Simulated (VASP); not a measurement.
Wanted: the native input for a VASP 6.6.1 run.

```yaml
Task: single point
Functional: RPBE
Potentials_or_basis: VASP PAW PBE potentials, release 64 (Ni)
Cutoff: 520 eV
k_mesh: 16 × 16 × 9
Occupations: fermi-dirac, width 0.05 eV
Spin: collinear spin, typed start
Starting_moments: "[0.71, 0.71] μB"
Dipole_correction: no
Further_INCAR_settings: ALGO = Fast; EDIFF = 1e-07; NBANDS = 21
```

The structure of Ni lies in POSCAR:

```
Ni
1.0
    2.6104103408      0.0000000000      0.0000000000
   -1.3052051704      2.2606816694      0.0000000000
    0.0000000000      0.0000000000      4.2744979934
Ni
2
Direct
    0.3333333333      0.6666666667      0.2500000000
    0.6666666667      0.3333333333      0.7500000000
```

This isn't the form of Ni at room conditions, which is fcc.

The input as run:

INCAR

```
SYSTEM = Ni
ALGO = Fast
EDIFF = 1E-7
ENCUT = 520
GGA = RP
ISIF = 2
ISMEAR = -1
ISPIN = 2
LASPH = .TRUE.
LCHARG = .FALSE.
LMAXMIX = 4
LORBIT = 11
LREAL = .FALSE.
LWAVE = .FALSE.
MAGMOM = 0.71 0.71
NBANDS = 21
NELM = 150
PREC = Accurate
SIGMA = 0.05
```

KPOINTS

```
k-points
0
G
  16 16 9
  0 0 0
```

Potentials or basis: VASP PAW PBE potentials, release 64 (Ni).

Run with:

```console
$ cat potpaw_PBE.64/Ni/POTCAR > POTCAR
$ mpirun -np 1 vasp_std > vasp.out
```

It gave:

```
Pressure                                              : -14.8 GPa
Band gap on the k mesh                                : none (metal or under the smearing width)
Net moment                                            : 1.41 μB per cell
Site moments                                          : Ni +0.73 μB
Valence electrons inside the program's atomic spheres : Ni 9.08
```

Caveat: the PAW data sets were made with another functional, which shifts forces and pressure a little.

Run time: 93 s on 1 thread of Intel(R) Xeon(R) Platinum 8488C (Sapphire Rapids), with other jobs on the host, peak memory 0.22 GiB.
